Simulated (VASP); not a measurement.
# Ge (I4_1/amd) in VASP: a series of runs

The runs below take Ge through single point, with PBEsol.

All numbers are computed with VASP 6.6.1; they aren't measurements. Logs are shortened: lines on timing, memory, paths and dates and some standing lists are left out, and cuts for length are marked.

## Step 1: The cell of the first run

Symmetry: I4_1/amd, No. 141, tetragonal system. The conventional cell has a = 4.972 Å, b = 4.972 Å, c = 2.730 Å, α = 90.00°, β = 90.00°, γ = 90.00°. Around Ge (site symmetry -4m2) lie 6 Ge at 2.58 to 2.73 Å.

The cell was built by a generator and needn't be a form met in nature.

## Step 2: Single point, PBEsol (cell and atoms relaxed at 8 GPa)

Contents of INCAR:

```
PREC     = Accurate       # precision mode
ENCUT    = 520            # plane-wave cutoff, eV
EDIFF    = 1E-7           # SCF threshold, eV
ISMEAR   = 0              # smearing method
SIGMA    = 0.1            # smearing width, eV
LREAL    = F              # projectors in reciprocal space
LASPH    = T              # aspherical terms in the spheres
NELM     = 100            # most SCF steps
ALGO     = Fast           # electronic algorithm
ISIF     = 2              # what is computed and relaxed
LWAVE    = F              # write WAVECAR
LCHARG   = F              # write CHGCAR
GGA      = PS             # functional
NBANDS   = 21             # bands
```

Contents of KPOINTS:

```
Automatic mesh
0
Gamma
  18 18 18
```

Contents of POSCAR:

```
Ge
1.0
   -2.4860515468      2.4860515468      1.3649456319
    2.4860515468     -2.4860515468      1.3649456319
    2.4860515468      2.4860515468     -1.3649456319
Ge
2
Direct
    0.0000000000      0.0000000000      0.0000000000
    0.7500000000      0.2500000000      0.5000000000
```

Potentials or basis: VASP PAW PBE potentials, release 64 (Ge_d).

Run with:

```sh
$ cat potpaw_PBE.64/Ge_d/POTCAR > POTCAR
$ mpirun -np 1 vasp_std > vasp.out
```

OUTCAR:

```text
PREC = Accurate
   ENCUT = 520
   EDIFF = 1E-7
   ISMEAR = 0
   LREAL = F
   LASPH = T
   NELM = 100
   ISIF = 2
   GGA = PS

 ion  position               nearest neighbor table
   1  0.000  0.000  0.000-   2 2.58   2 2.58   2 2.58   2 2.58
   2  0.750  0.250  0.500-   1 2.58   1 2.58   1 2.58   1 2.58

  LATTYP: Found a body centered tetragonal cell.
 ALAT       =     4.9721030936
 C/A-ratio  =     0.5490415650

  Lattice vectors:

 A1 = (  -2.4860515468,   2.4860515468,   1.3649456319)
 A2 = (   2.4860515468,  -2.4860515468,   1.3649456319)
 A3 = (   2.4860515468,   2.4860515468,  -1.3649456319)

Analysis of symmetry for initial positions (statically):
=====================================================================
 Subroutine PRICEL returns:
 Original cell was already a primitive cell.

 Routine SETGRP: Setting up the symmetry group for a
 body centered tetragonal supercell.

 Subroutine GETGRP returns: Found 16 space group operations
 (whereof  8 operations were pure point group operations)
 out of a pool of 16 trial point group operations.

The static configuration has the point symmetry D_2d.
 The point group associated with its full space group is D_4h.

Analysis of symmetry for dynamics (positions and initial velocities):
=====================================================================
 Subroutine PRICEL returns:
 Original cell was already a primitive cell.

 Routine SETGRP: Setting up the symmetry group for a
 body centered tetragonal supercell.

 Subroutine GETGRP returns: Found 16 space group operations
 (whereof  8 operations were pure point group operations)
 out of a pool of 16 trial point group operations.

The dynamic configuration has the point symmetry D_2d.
 The point group associated with its full space group is D_4h.

 Subroutine INISYM returns: Found 16 space group operations
 (whereof  8 operations are pure point group operations),
 and found     1 'primitive' translations

----------------------------------------------------------------------------------------

                                     Primitive cell

  volume of cell :      33.7439

  direct lattice vectors                    reciprocal lattice vectors
    -2.486051547  2.486051547  1.364945632     0.000000000  0.201122137  0.366314957
     2.486051547 -2.486051547  1.364945632     0.201122137  0.000000000  0.366314957
     2.486051547  2.486051547 -1.364945632     0.201122137  0.201122137  0.000000000

  length of vectors
     3.771469364  3.771469364  3.771469364     0.417895635  0.417895635  0.284429654

  position of ions in fractional coordinates (direct lattice)
     0.000000000  0.000000000  0.000000000
     0.750000000  0.250000000  0.500000000

  ion indices of the primitive-cell ions
   primitive index   ion index
                 1           1
                 2           2

----------------------------------------------------------------------------------------

 KPOINTS: Automatic mesh

Automatic generation of k-mesh.
 Grid dimensions read from file:
 generate k-points for:   18   18   18

 Generating k-lattice:

  Cartesian coordinates                     Fractional coordinates (reciprocal lattice)
     0.000000000  0.011173452  0.020350831     0.055555556  0.000000000 -0.000000000
     0.011173452  0.000000000  0.020350831     0.000000000  0.055555556 -0.000000000
     0.011173452  0.011173452  0.000000000     0.000000000  0.000000000  0.055555556

  Length of vectors
     0.023216424  0.023216424  0.015801647

  Shift w.r.t. Gamma in fractional coordinates (k-lattice)
     0.000000000  0.000000000  0.000000000

 Subroutine IBZKPT returns following result:
 ===========================================

 Found    480 irreducible k-points:

 Following reciprocal coordinates:
            Coordinates               Weight
  0.000000  0.000000  0.000000      1.000000
  0.055556 -0.000000  0.000000      8.000000
  0.111111 -0.000000  0.000000      8.000000
  0.166667  0.000000  0.000000      8.000000
  0.222222 -0.000000  0.000000      8.000000
  0.277778  0.000000 -0.000000      8.000000
[... 16 lines left out ...]
 -0.277778  0.055556  0.000000     16.000000
 -0.222222  0.055556  0.000000     16.000000
 [... further k-points ...]
   k-points           NKPTS =    480   k-points in BZ     NKDIM =    480   number of bands    NBANDS=     21
   number of dos      NEDOS =    301   number of ions     NIONS =      2
   total plane-waves  NPLWV =  21952
   dimension x,y,z NGX =    28 NGY =   28 NGZ =   28
   dimension x,y,z NGXF=    56 NGYF=   56 NGZF=   56
   ions per type =               2
   NGX,Y,Z   is equivalent  to a cutoff of  12.34, 12.34, 12.34 a.u.
   NGXF,Y,Z  is equivalent  to a cutoff of  24.68, 24.68, 24.68 a.u.
 SYSTEM =  unknown system
   PREC   = accura    normal or accurate (medium, high low for compatibility)
   ISTART =      0    job   : 0-new  1-cont  2-samecut
   ICHARG =      2    charge: 1-file 2-atom 10-const
   ISPIN  =      1    spin polarized calculation?
   LNONCOLLINEAR =      F non collinear calculations
   LSORBIT =      F    spin-orbit coupling
   LASPH  =      T    aspherical Exc in radial PAW
   ENCUT  =  520.0 eV  38.22 Ry    6.18 a.u.   7.01  7.01  7.01*2*pi/ulx,y,z
   NELM   =    100;   NELMIN=  2; NELMDL= -5     # of ELM steps
   EDIFF  = 0.1E-06   stopping-criterion for ELM
   LREAL  =      F    real-space projection
   EDIFFG = 0.1E-05   stopping-criterion for IOM
   NSW    =      0    number of steps for IOM
   IBRION =     -1    ionic relax: 0-MD 1-quasi-New 2-CG
   NFREE  =      0    steps in history (QN), initial steepest desc. (CG)
   ISIF   =      2    stress and relaxation
   ISYM   =      2    0-nonsym 1-usesym 2-fastsym
   POTIM  = 0.5000    time-step for ionic-motion
   TEBEG  =    0.0;   TEEND  =   0.0 temperature during run
   PSTRESS=    0.0 pullay stress
   NELECT =      28.0000    total number of electrons
   NUPDOWN=      -1.0000    fix difference up-down
   EMIN   =  10.00;   EMAX   =-10.00  energy-range for DOS
   EFERMI =   0.00;   METHOD = LEGACY
   ISMEAR =     0;   SIGMA  =   0.10  broadening in eV -4-tet -1-fermi 0-gaus
   EFERMI_NEDOS =   21; number of points for ismear=-14 and -15
   IALGO  =     68    algorithm
   IMIX   =      4    mixing-type and parameters
     AMIX     =   0.40;   BMIX     =  1.00
     AMIX_MAG =   1.60;   BMIX_MAG =  1.00
  volume/ion in A,a.u.               =      16.87       113.86
  Fermi-wavevector in a.u.,A,eV,Ry     =   1.538375  2.907108 32.199530  2.366599
  Thomas-Fermi vector in A             =   2.644753
   LORBIT       =      0    0 simple, 1 ext, 2 COOP (PROOUT), +10 PAW based schemes
   GGA     = PS    functional components
   LHFCALC =     F    Hartree Fock is set to
   AEXX    =    0.0000 exact exchange contribution
   IVDW    =     0    specifies the selected vdW correction
   LEPSILON=     F    determine dielectric tensor
   LRPA    =     F    only Hartree local field effects (RPA)
 non-spin polarized calculation
 RMM-DIIS sequential band-by-band and
 Gauss-broadening in eV      SIGMA  =   0.10
  energy-cutoff  :      520.00
  volume of cell :       33.74
 maximum number of plane-waves:       933
   NGX = 15   NGY = 15   NGZ = 15

 number of electron      27.9999990 magnetization

 Free energy of the ion-electron system (eV)
  ---------------------------------------------------
  ext. energy  EPLUGINS =         0.00000000
  ---------------------------------------------------
  free energy    TOTEN  =        -9.46928144 eV

  energy without entropy =       -9.46591816  energy(sigma->0) =       -9.46759980

 E-fermi :   7.7603     XC(G=0): -11.9517

 val. band max:        7.7544393753   @ k =   0.3333   0.1667  -0.0000
 cond. band min:       7.7696076544   @ k =  -0.1667  -0.4444   0.0556
 fundamental gap:      0.0151682791
 Fermi energy:         7.7603067781

 k-point     1 :       0.0000    0.0000    0.0000
  band No.  band energies     occupation
      1     -17.0487      2.00000
      2     -16.9765      2.00000
      3     -16.9553      2.00000
      4     -16.9380      2.00000
      5     -16.8070      2.00000
      6     -16.8070      2.00000
[... 13 lines left out ...]
     20      19.9506      0.00000
     21      20.8601      0.00000

 k-point     2 :       0.0556   -0.0000    0.0000
  band No.  band energies     occupation
      1     -17.0471      2.00000
      2     -16.9715      2.00000
      3     -16.9531      2.00000
      4     -16.9317      2.00000
      5     -16.8118      2.00000
      6     -16.8114      2.00000
[... 13 lines left out ...]
     20      19.9560      0.00000
     21      21.0007      0.00000

 k-point     3 :       0.1111   -0.0000    0.0000
  band No.  band energies     occupation
      1     -17.0423      2.00000
      2     -16.9575      2.00000
      3     -16.9466      2.00000
      4     -16.9146      2.00000
      5     -16.8229      2.00000
      6     -16.8189      2.00000
[... 13 lines left out ...]
     20      19.1612      0.00000
     21      19.6222      0.00000

 k-point     4 :       0.1667    0.0000    0.0000
  band No.  band energies     occupation
      1     -17.0344      2.00000
      2     -16.9378      2.00000
      3     -16.9367      2.00000
      4     -16.8929      2.00000
      5     -16.8370      2.00000
      6     -16.8226      2.00000
[... 13 lines left out ...]
     20      18.0666      0.00000
     21      18.9506      0.00000

 k-point     5 :       0.2222   -0.0000    0.0000
  band No.  band energies     occupation
      1     -17.0244      2.00000
      2     -16.9251      2.00000
      3     -16.9187      2.00000
      4     -16.8778      2.00000
      5     -16.8520      2.00000
      6     -16.8176      2.00000
[... 13 lines left out ...]
     20      17.1608      0.00000
     21      19.0116      0.00000
[... 382 lines left out ...]
     20      17.0627      0.00000
     21      20.0566      0.00000

 k-point    22 :      -0.3333    0.0556    0.0000
  band No.  band energies     occupation
      1     -17.0066      2.00000
      2     -16.9125      2.00000
      3     -16.9073      2.00000
      4     -16.8904      2.00000
      5     -16.8579      2.00000
      6     -16.8261      2.00000
[... 13 lines left out ...]
     20      16.9891      0.00000
     21      19.3209      0.00000

 k-point    23 :      -0.2778    0.0556    0.0000
  band No.  band energies     occupation
      1     -17.0169      2.00000
      2     -16.9230      2.00000
      3     -16.9180      2.00000
      4     -16.8884      2.00000
      5     -16.8485      2.00000
      6     -16.8178      2.00000
[... 13 lines left out ...]
     20      17.6047      0.00000
     21      18.8505      0.00000

 k-point    24 :      -0.2222    0.0556    0.0000
  band No.  band energies     occupation
      1     -17.0274      2.00000
      2     -16.9409      2.00000
      3     -16.9299      2.00000
      4     -16.9010      2.00000
      5     -16.8352      2.00000
      6     -16.8154      2.00000
[... 13 lines left out ...]
     20      18.3851      0.00000
     21      18.9078      0.00000

 [... further k-points ...]

------------------------ aborting loop because EDIFF is reached ----------------------------------------

  FORCE on cell =-STRESS in cart. coord.  units (eV):
  Direction    XX          YY          ZZ          XY          YZ          ZX
  --------------------------------------------------------------------------------------
  -------------------------------------------------------------------------------------
  Total        1.7145328      1.7145328      1.7250346      0.0000000     -0.0000000      0.0000000
  in kB       81.4068178     81.4068178     81.9054482      0.0000000     -0.0000000      0.0000000
  external PRESSURE =      81.5730279 kB  Pullay stress =       0.0000000 kB

 VOLUME and BASIS-vectors are now :
 -----------------------------------------------------------------------------
  energy-cutoff  :      520.00
  volume of cell :       33.74
      direct lattice vectors                 reciprocal lattice vectors
    -2.486051547  2.486051547  1.364945632     0.000000000  0.201122137  0.366314957
     2.486051547 -2.486051547  1.364945632     0.201122137  0.000000000  0.366314957
     2.486051547  2.486051547 -1.364945632     0.201122137  0.201122137  0.000000000

 POSITION                                       TOTAL-FORCE (eV/Angst)
 -----------------------------------------------------------------------------------
      0.00000      0.00000      0.00000         0.000000      0.000000     -0.000000
      0.00000      2.48605      0.68247        -0.000000     -0.000000      0.000000
 -----------------------------------------------------------------------------------
    total drift:                               -0.000000      0.000000      0.000000

  FREE ENERGIE OF THE ION-ELECTRON SYSTEM (eV)
  ---------------------------------------------------
  free  energy   TOTEN  =        -9.4692814417 eV

  energy  without entropy=       -9.4659181562  energy(sigma->0) =       -9.46759980
```

Run time: 3.3 min. Hardware: 1 thread of Intel Xeon Platinum 8488C (Sapphire Rapids), shared host; peak memory 0.36 GiB.

Results:

| Item | Value |
| --- | --- |
| Free energy | -9.4693 eV |
| Pressure | 8.2 GPa |
| Band gap on the k mesh | none (metal or under the smearing width) |

Levels at points of the mesh, in eV from the Fermi level:
```tsv
k point	band 11	band 12	band 13	band 14	band 15	band 16	band 17	band 18
(0.00, 0.00, 0.00)	-14.18	-3.61	-2.59	-2.59	3.06	8.33	8.33	8.68
(0.50, 0.00, 0.00)	-8.40	-6.90	-2.51	-2.23	-1.63	2.28	3.89	6.04
(0.50, 0.50, 0.00)	-11.18	-11.18	0.63	0.63	2.24	2.24	7.86	7.86
(0.50, 0.50, 0.50)	-9.14	-9.14	-6.58	-6.58	6.27	6.27	12.31	12.31
```

Caveat: the PAW data sets were made with another functional, which shifts forces and pressure a little.

(Continued in part 2 of 2.)
